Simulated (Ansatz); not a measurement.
# Co (P6_3/mmc) in Ansatz: notebook

One crystal, Co, is run at these levels: PBEsol; tasks: single point.

All numbers are computed with Ansatz 0.2.0; they aren't measurements. Logs are shortened: lines on timing, memory, paths and dates and some standing lists are left out, and cuts for length are marked.

### 1 The crystal as given

The structure is hexagonal, space group P6_3/mmc (No. 194). The conventional cell has a = 2.471 Å, b = 2.471 Å, c = 8.088 Å, α = 90.00°, β = 90.00°, γ = 120.00°. Around Co (site symmetry -6m2) lie 12 Co at 2.47 Å. Co (site symmetry -3m) has 12 Co at 2.47 Å as nearest neighbours.

### 2 Single point, PBEsol, collinear spin, antiferromagnetic start

input.yaml reads:

```yaml
crystal:
  lattice:
    - [2.4705617809, 0.0, 0.0]
    - [-1.2352808905, 2.1395692639, 0.0]
    - [0.0, 0.0, 8.0882338]
  atoms:
    - { symbol: Co, position: [0.6666666667, 0.3333333333, 0.75], spin: 2.0 }
    - { symbol: Co, position: [0.0, 0.0, 0.5], spin: -2.0 }
    - { symbol: Co, position: [0.3333333333, 0.6666666667, 0.25], spin: 2.0 }
    - { symbol: Co, position: [0.0, 0.0, 0.0], spin: -2.0 }
hamiltonian:
  xc: pbesol
  pseudopotentials: { kind: paw }
magnetization:
  spin_polarized: true
kpoints:
  mp_grid: { grid: [12, 12, 4] }
scf:
  occupations: { method: fermi_dirac, width: 0.05 }
output:
  forces: true
  stress: true
  eigenvalues: true
```

Potentials or basis: Ansatz PAW.

Command:

```sh
$ ansatz run input.yaml --threads 2 --pin off --max-ram 5632MiB --backend cpu --events-out ev --progress --plain --runs-dir out
```

The log of the run:

```text
Warning: RAYON_NUM_THREADS=2 ignored (pool sized by the plan → 2); use --threads N
Engine: ansatz 0.2.0, x86_64-unknown-linux-gnu
Pseudopotentials: kind: paw
Pseudopotential: Co, paw, valence charge 17, recommended cutoff 420 eV (normal), Co.paw.azcp
Functional definition: PBEsol
  exchange = pbesol_x
  correlation = pbesol_c
Crystal: 4 atoms, lattice volume = 42.754 Å³
Basis set: ecut = 420 eV, 813 PW (Γ), exchange–correlation on 36×36×120 points (8 copies of the dense FFT grid, shifted against one another)
Bands: 46, of which v1, the nominal top of the filled ones, is band 34 counted from 1 (33 counted from 0)
Symmetry: 24 space group operations
Space group: P63/mmc (ITA 194), of the structure as read, at distance tolerance 3.5e-5 Å
Magnetic group: BNS 194.263 (UNI 1493), of the structure as read, at distance tolerance 3.5e-5 Å
k-points: 57 of 576
Non-local potential: Co, projectors of the file, l = 0: 3, l = 1: 2, l = 2: 3, l = 3: 1
PAW form: soft (Blöchl's): semilocal exchange-correlation on the pseudo side does not see the compensation charge
PAW frozen core: Co, regenerated for the run's functional, and the local potential with it (the file was generated under x = pbe(κ = 0.804, μ = 0.2195149727645171), c = pbe(β = 0.06672455060314922))
PAW one-centre angular grid: Co, 590 points (default); XC on 64 Gauss nodes
Initial density: superposition of atomic densities (chi_scale 0.1, normalization cell)
Starting moments: Σ|m| = 8 μB on 4 of 4 sites
Starting magnetic order: compensated ferrimagnet; no operation exchanges its spin sublattices
Initial wavefunctions: pseudopotential atomic-orbital guess
Functional: x = pbesol(κ = 0.804, μ = 0.12345679012345678), c = pbesol(β = 0.046)
SCF iter   1: F=—  HF=-20371.460468 eV  |F-HF|=—  |Δ(HF+E_count)|=         —  Δρ=1.72e-1 (↑1.72e-1 ↓1.20e-1)  dr2=7.03e0  dr2_m=5.76e0  M=-1.124 μB ∫|m|=4.348 μB  β_m=0.30  ethr=3.10e-3  ⟨swp⟩=5.4  Hψ=17697  notcnv=0  defer=63
Mixer restart at iter 1: flushing history
preconditioner: auto → Kerker (q_TF=auto, 2.948 Å⁻¹)  [metal: Δε(μ)=0.006 eV  Ē_g=9.038 eV  σ=0.050 eV  W_gap=0.03  n_scr=12 (ndim 8)  ℏωp=34.1 eV  f_vac=0.000  D(μ)=7.82/eV (n_scr^D=134)]
[... 19 lines left out ...]
SCF converged after 15 iterations
Magnetization: -6.5905 μB (30.7048 up, 37.2952 down)
Absolute magnetization: 7.1292 μB (∫|ρ↑−ρ↓|, with the PAW one-centre terms)
Spin contamination: 0.0951 ħ² per cell (⟨S²⟩ above its minimum at these occupations)
Per-site moments (μB) at R_I (Å): [(-1.719724385379758, 1.0191067346264122), (-1.6995973264583415, 1.0191067346264122), (-1.719724385379758, 1.0191067346264122), (-1.6995973264583408, 1.0191067346264122)]
Free energy (F): -20371.921132 eV
Harris-Foulkes:  -20371.921132 eV  (|F-HF|=7.49e-8)
Internal energy: -20371.887398 eV  (E = F + TS)
E sigma→0 (E₀):  -20371.904265 eV
Entropy (-TS):   -0.033734 eV (-8.434 meV/atom)
Fermi energy:    18.912635 eV
--- Per-component energies (eV) ---
  E_band       = -960.378787
  E_kinetic    = 1816.118280
  E_local      = -11240.452663  (includes V_loc(G=0)·N_el)
  E_nonlocal   = 1822.134349
  E_hartree    = 4703.568863
  E_xc         = -631.443091
  E_vxc        = -818.632473  (∫ρ·V_xc dr)
  E_paw        = -5929.705864  (= ΣΔE_a)
  E_vpaw       = -1946.686077  (= ΣTr[D̂ρ^β])
  E_aug_tail   = 0.000253  (compensation charges beyond the density's cutoff)
  E_ewald      = -10912.861201
  E_core_change = 0.753677  (= ΣΔE_core)
  E_smearing   = -0.033734  (= −TS)
  E_closure    = 0.000000  (closes the sum)
  Σ components = -20371.921132   (vs F -20371.921132, Δ=0.00e0)
--- Forces (eV/Å), atoms counted from 1 ---
  atom   1  Co     0.00000000     0.00000000     0.00000000
  atom   2  Co    -0.00000000    -0.00000000     0.00000000
  atom   3  Co    -0.00000000     0.00000000     0.00000000
  atom   4  Co     0.00000000     0.00000000     0.00000000
  max |Σ_I F_I| component: 2.31e-18 eV/Å
--- Stress (GPa, compression-positive) ---
       -4.396672       0.000000       0.000000
        0.000000      -4.396672       0.000000
        0.000000       0.000000      -8.385146
  P = ⅓ Tr σ = -5.7262 GPa (-57.262 kbar)
--- Band table (eV; the first three rows and the last of 114) ---
  k-point 0 ↑: bands = ["-74.8702", "-74.8432", "-74.8346", "-74.8074", "-38.4778", "-38.3077", "-38.2797", "-38.1453", "-38.1453", "-38.1214", "-38.1214", "-38.1183", "-38.1183", "-38.1063", "-38.0942", "-38.0942", "9.7418", "12.0498", "12.0541", "14.5059", "17.1735", "17.2251", "17.7679", "17.7679", "17.7689", "17.7787", "17.7787", "18.0667", "18.0667", "18.1158", "18.1158", "18.4908", "18.9777", "18.9777", "19.3391", "19.3391", "19.6277", "19.6277", "20.0701", "20.0701", "26.1641", "34.0305", "34.0595", "40.4450", "41.0013", "41.9673"]
  k-point 1 ↑: bands = ["-74.8678", "-74.8515", "-74.8262", "-74.8097", "-38.4639", "-38.3657", "-38.2212", "-38.1434", "-38.1434", "-38.1297", "-38.1297", "-38.1206", "-38.1099", "-38.1099", "-38.0961", "-38.0961", "9.8997", "11.1038", "13.0724", "14.3806", "17.1828", "17.3696", "17.7137", "17.7980", "17.7980", "17.8132", "17.8132", "18.0198", "18.0198", "18.0633", "18.0633", "18.1204", "19.0376", "19.0376", "19.2842", "19.2842", "19.7112", "19.7112", "20.0162", "20.0162", "26.9306", "31.2819", "36.9382", "40.5385", "40.9213", "41.6687"]
  k-point 2 ↑: bands = ["-74.8612", "-74.8612", "-74.8164", "-74.8164", "-38.4246", "-38.4246", "-38.1611", "-38.1611", "-38.1379", "-38.1379", "-38.1379", "-38.1379", "-38.1016", "-38.1016", "-38.1016", "-38.1016", "10.3642", "10.3642", "13.9201", "13.9201", "17.4939", "17.4939", "17.5673", "17.5673", "17.8577", "17.8577", "17.8577", "17.8577", "17.9731", "17.9731", "17.9731", "17.9731", "19.1651", "19.1651", "19.1651", "19.1651", "19.8757", "19.8757", "19.8757", "19.8757", "28.8171", "28.8171", "39.7239", "39.7239", "40.7778", "40.7778"]
  k-point 56 ↓: bands = ["-76.8807", "-76.8807", "-76.8446", "-76.8446", "-40.3974", "-40.3974", "-40.3695", "-40.3695", "-40.3294", "-40.3294", "-40.3229", "-40.3229", "-40.2428", "-40.2428", "-40.2003", "-40.2003", "14.6165", "14.6165", "14.8801", "14.8801", "14.9759", "14.9759", "15.0689", "15.0689", "15.8600", "15.8600", "15.9090", "15.9090", "16.9012", "16.9012", "17.3136", "17.3136", "18.0278", "18.0278", "18.1645", "18.1645", "23.8018", "23.8018", "24.3870", "24.3870", "24.9624", "24.9624", "27.9823", "27.9823", "29.7136", "29.7136"]
```

It took 10 s on 2 threads of AMD EPYC 7R43 (Zen 3), shared host; peak memory 0.58 GiB.

What came out:

```
Free energy            : -20371.9211 eV
Pressure               : -5.7 GPa
Band gap on the k mesh : none (metal or under the smearing width)
Net moment             : -6.59 μB per cell
Absolute moment        : 7.13 μB per cell
Site moments           : Co -1.72, -1.70 μB
```

Stress tensor (GPa, compression positive):
```
-4.40  0.00  0.00
 0.00 -4.40  0.00
 0.00  0.00 -8.39
```

Caveat: the PAW data sets come from PBE, with cores solved anew for the run's functional, which leaves a small shift of forces and pressure; the starting moments weren't kept.

### 3 Single point, PBEsol, collinear spin, ferrimagnetic start

input.yaml: that of step 2 with these lines changed.

```diff
@@ -7,5 +7,5 @@
     - { symbol: Co, position: [0.6666666667, 0.3333333333, 0.75], spin: 2.0 }
-    - { symbol: Co, position: [0.0, 0.0, 0.5], spin: -2.0 }
+    - { symbol: Co, position: [0.0, 0.0, 0.5], spin: -1.0 }
     - { symbol: Co, position: [0.3333333333, 0.6666666667, 0.25], spin: 2.0 }
-    - { symbol: Co, position: [0.0, 0.0, 0.0], spin: -2.0 }
+    - { symbol: Co, position: [0.0, 0.0, 0.0], spin: -1.0 }
 hamiltonian:
```

Potentials or basis: Ansatz PAW.

Command:

```sh
$ ansatz run input.yaml --threads 2 --pin off --max-ram 5632MiB --backend cpu --events-out ev --progress --plain --runs-dir out
```

Run time: 10 s. Hardware: 2 threads of AMD EPYC 7R43 (Zen 3), shared host; peak memory 0.57 GiB.

The run converged. Its results:

```yaml
Free_energy: -20371.9211 eV
Pressure: -5.7 GPa
Band_gap_on_the_k_mesh: none (metal or under the smearing width)
Net_moment: 6.59 μB per cell
Absolute_moment: 7.13 μB per cell
Site_moments: Co +1.72, +1.70 μB
```

Stress tensor (GPa, compression positive):
```
-4.40  0.00  0.00
 0.00 -4.40  0.00
 0.00  0.00 -8.38
```

Levels at points of the mesh, in eV from the Fermi level:
Spin up:
| k point | band 36 | band 37 | band 38 | band 39 | band 40 | band 41 |
| --- | --- | --- | --- | --- | --- | --- |
| (0.00, 0.00, 0.00) | -1.17 | -1.17 | -0.77 | -0.77 | -0.46 | 6.17 |
| (0.00, 0.00, -0.50) | -1.64 | -0.95 | -0.95 | -0.95 | -0.95 | 9.13 |
| (0.00, -0.50, 0.00) | -0.50 | 0.14 | 1.23 | 2.43 | 3.03 | 6.96 |
| (0.00, -0.50, -0.50) | -0.53 | 1.18 | 1.18 | 2.72 | 2.72 | 7.29 |
Spin down:
```tsv
k point	band 26	band 27	band 28	band 29	band 30	band 31	band 32	band 33	band 34	band 35
(0.00, 0.00, 0.00)	-1.13	-1.13	-0.85	-0.85	-0.80	-0.80	-0.42	0.07	0.07	0.43
(0.00, 0.00, -0.50)	-1.05	-1.05	-1.05	-0.94	-0.94	-0.94	-0.94	0.25	0.25	0.25
(0.00, -0.50, 0.00)	-1.15	-0.82	-0.08	-0.06	0.46	1.24	1.25	1.26	1.31	1.36
(0.00, -0.50, -0.50)	-0.89	-0.85	-0.85	-0.25	-0.25	0.85	0.85	1.26	1.26	1.37
```

Caveat: the PAW data sets come from PBE, with cores solved anew for the run's functional, which leaves a small shift of forces and pressure; the starting moments weren't kept.

### 4 Single point, PBEsol, collinear spin, random start

input.yaml reads:

```yaml
crystal:
  lattice:
    - [2.4705617809, 0.0, 0.0]
    - [-1.2352808905, 2.1395692639, 0.0]
    - [0.0, 0.0, 8.0882338]
  atoms:
    - { symbol: Co, position: [0.6666666667, 0.3333333333, 0.75], spin: 0.68 }
    - { symbol: Co, position: [0.0, 0.0, 0.5], spin: -2.21 }
    - { symbol: Co, position: [0.3333333333, 0.6666666667, 0.25], spin: 1.27 }
    - { symbol: Co, position: [0.0, 0.0, 0.0], spin: 0.83 }
hamiltonian:
  xc: pbesol
  pseudopotentials: { kind: paw }
magnetization:
  spin_polarized: true
kpoints:
  mp_grid: { grid: [12, 12, 4] }
scf:
  occupations: { method: fermi_dirac, width: 0.05 }
output:
  forces: true
  stress: true
  eigenvalues: true
```

Command:

```sh
$ ansatz run input.yaml --threads 2 --pin off --max-ram 5632MiB --backend cpu --events-out ev --progress --plain --runs-dir out
```

It took 23 s on 2 threads of AMD EPYC 7R43 (Zen 3), shared host; peak memory 0.6 GiB.

The run converged. Its results:

```yaml
Free_energy: -20371.9211 eV
Pressure: -5.7 GPa
Band_gap_on_the_k_mesh: none (metal or under the smearing width)
Net_moment: 6.59 μB per cell
Absolute_moment: 7.13 μB per cell
Site_moments: Co +1.72, +1.70 μB
```

Stress tensor (GPa, compression positive):
```
-4.40  0.00  0.00
 0.00 -4.40  0.00
 0.00  0.00 -8.39
```

Levels at points of the mesh, in eV from the Fermi level:
Spin up:
| k point | band 36 | band 37 | band 38 | band 39 | band 40 | band 41 |
| --- | --- | --- | --- | --- | --- | --- |
| (0.00, 0.00, 0.00) | -1.17 | -1.17 | -0.77 | -0.77 | -0.46 | 6.17 |
| (0.00, 0.00, -0.50) | -1.64 | -0.95 | -0.95 | -0.95 | -0.95 | 9.13 |
| (0.00, -0.50, 0.00) | -0.50 | 0.14 | 1.23 | 2.43 | 3.03 | 6.96 |
| (0.00, -0.50, -0.50) | -0.53 | 1.18 | 1.18 | 2.72 | 2.72 | 7.29 |
Spin down:
| k point | band 28 | band 29 | band 30 | band 31 | band 32 | band 33 |
| --- | --- | --- | --- | --- | --- | --- |
| (0.00, 0.00, 0.00) | -0.85 | -0.85 | -0.80 | -0.80 | -0.42 | 0.07 |
| (0.00, 0.00, -0.50) | -1.05 | -0.94 | -0.94 | -0.94 | -0.94 | 0.25 |
| (0.00, -0.50, 0.00) | -0.08 | -0.06 | 0.46 | 1.24 | 1.25 | 1.26 |
| (0.00, -0.50, -0.50) | -0.85 | -0.25 | -0.25 | 0.85 | 0.85 | 1.26 |

Caveat: the PAW data sets come from PBE, with cores solved anew for the run's functional, which leaves a small shift of forces and pressure; the starting moments weren't kept.

### 5 Single point, PBEsol, collinear spin, ferromagnetic start

input.yaml reads:

```yaml
crystal:
  lattice:
    - [2.4705617809, 0.0, 0.0]
    - [-1.2352808905, 2.1395692639, 0.0]
    - [0.0, 0.0, 8.0882338]
  atoms:
    - { symbol: Co, position: [0.6666666667, 0.3333333333, 0.75], spin: 3.5 }
    - { symbol: Co, position: [0.0, 0.0, 0.5], spin: 3.5 }
    - { symbol: Co, position: [0.3333333333, 0.6666666667, 0.25], spin: 3.5 }
    - { symbol: Co, position: [0.0, 0.0, 0.0], spin: 3.5 }
hamiltonian:
  xc: pbesol
  pseudopotentials: { kind: paw }
magnetization:
  spin_polarized: true
kpoints:
  mp_grid: { grid: [12, 12, 4] }
scf:
  occupations: { method: fermi_dirac, width: 0.05 }
output:
  forces: true
  stress: true
  eigenvalues: true
  write_density: true
  write_potential: true
  elf: true
  volumetric_format: npy
```

Command:

```sh
$ ansatz run input.yaml --threads 2 --pin off --max-ram 5632MiB --backend cpu --events-out ev --progress --plain --runs-dir out
```

It took 11 s on 2 threads of AMD EPYC 7R43 (Zen 3), shared host; peak memory 0.59 GiB.

It converged, with:

```
Free energy            : -20371.9211 eV
Pressure               : -5.7 GPa
Band gap on the k mesh : none (metal or under the smearing width)
Net moment             : 6.59 μB per cell
Absolute moment        : 7.13 μB per cell
Site moments           : Co +1.72, +1.70 μB
```

Stress tensor (GPa, compression positive):
```
-4.40  0.00  0.00
 0.00 -4.40  0.00
 0.00  0.00 -8.38
```

Levels at points of the mesh, in eV from the Fermi level:
Spin up:
```tsv
k point	band 36	band 37	band 38	band 39	band 40	band 41
(0.00, 0.00, 0.00)	-1.17	-1.17	-0.77	-0.77	-0.46	6.17
(0.00, 0.00, -0.50)	-1.64	-0.95	-0.95	-0.95	-0.95	9.13
(0.00, -0.50, 0.00)	-0.50	0.14	1.23	2.43	3.03	6.96
(0.00, -0.50, -0.50)	-0.53	1.18	1.18	2.72	2.72	7.29
```
Spin down:
```csv
k point,band 27,band 28,band 29,band 30,band 31,band 32,band 33,band 34
"(0.00, 0.00, 0.00)",-1.13,-0.85,-0.85,-0.80,-0.80,-0.42,0.07,0.07
"(0.00, 0.00, -0.50)",-1.05,-1.05,-0.94,-0.94,-0.94,-0.94,0.25,0.25
"(0.00, -0.50, 0.00)",-0.82,-0.08,-0.06,0.46,1.24,1.25,1.26,1.31
"(0.00, -0.50, -0.50)",-0.85,-0.85,-0.25,-0.25,0.85,0.85,1.26,1.26
```

Caveat: the PAW data sets come from PBE, with cores solved anew for the run's functional, which leaves a small shift of forces and pressure.

### 6 Single point, PBEsol, non-collinear spin, random start

input.yaml reads:

```yaml
crystal:
  lattice:
    - [2.4705617809, 0.0, 0.0]
    - [-1.2352808905, 2.1395692639, 0.0]
    - [0.0, 0.0, 8.0882338]
  atoms:
    - { symbol: Co, position: [0.6666666667, 0.3333333333, 0.75], spin: 0.68, spin_axis: [-0.283, -0.397, 0.474] }
    - { symbol: Co, position: [0.0, 0.0, 0.5], spin: 2.21, spin_axis: [1.746, -1.128, -0.751] }
    - { symbol: Co, position: [0.3333333333, 0.6666666667, 0.25], spin: 1.27, spin_axis: [-0.786, -0.621, 0.781] }
    - { symbol: Co, position: [0.0, 0.0, 0.0], spin: 0.83, spin_axis: [-0.29, -0.601, -0.494] }
hamiltonian:
  xc: pbesol
  pseudopotentials: { kind: paw }
magnetization:
  noncollinear: true
  spin_orbit: false
kpoints:
  mp_grid: { grid: [9, 9, 3] }
scf:
  occupations: { method: fermi_dirac, width: 0.05 }
output:
  forces: true
  stress: true
  eigenvalues: true
  write_density: true
  write_potential: true
  elf: true
  volumetric_format: npy
```

Potentials or basis: Ansatz PAW.

Command:

```sh
$ ansatz run input.yaml --threads 2 --pin off --max-ram 5632MiB --backend cpu --events-out ev --progress --plain --runs-dir out
```

It took 55 s on 2 threads of AMD EPYC 7R43 (Zen 3), shared host; peak memory 0.68 GiB.

The run converged. Its results:

```yaml
Free_energy: -20371.9212 eV
Pressure: -7.3 GPa
Band_gap_on_the_k_mesh: none (metal or under the smearing width)
Net_moment: 6.24 μB per cell
Absolute_moment: 6.80 μB per cell
```

Stress tensor (GPa, compression positive):
```
-6.90  0.00  0.00
 0.00 -6.90  0.00
 0.00  0.00 -8.23
```

Levels at points of the mesh, in eV from the Fermi level:
| k point | band 66 | band 67 | band 68 | band 69 | band 70 | band 71 |
| --- | --- | --- | --- | --- | --- | --- |
| (0.00, 0.00, 0.00) | -0.90 | -0.84 | -0.84 | -0.72 | -0.72 | -0.45 |

Moments on the atoms (μB; x, y, z):
```
Co  -0.05 -1.59  0.08
Co  -0.05 -1.56  0.07
Co  -0.05 -1.59  0.08
Co  -0.05 -1.56  0.07
```

Caveat: the PAW data sets come from PBE, with cores solved anew for the run's functional, which leaves a small shift of forces and pressure; the starting moments weren't kept.

### 7 The runs side by side

```tsv
spin	k mesh	gap on the mesh (eV)	pressure (GPa)	moment (μB)
collinear, antiferromagnetic start	12 × 12 × 4	none	-5.7	6.59
collinear, ferrimagnetic start	12 × 12 × 4	none	-5.7	6.59
collinear, random start	12 × 12 × 4	none	-5.7	6.59
collinear, ferromagnetic start	12 × 12 × 4	none	-5.7	6.59
non-collinear, random start	9 × 9 × 3	none	-7.3	6.24
```

Alike in all rows: task single point; level PBEsol; potentials or basis Ansatz PAW; cell as given; cutoff (eV) 420; smearing fermi-dirac 0.05 eV.

Every run on the cell as given and a fine mesh finds a metal.

Caveats: the PAW data sets come from PBE, with cores solved anew for the run's functional, which leaves a small shift of forces and pressure; the starting moments weren't kept (some runs).

Absolute energies hang on the potentials; compare differences alone.
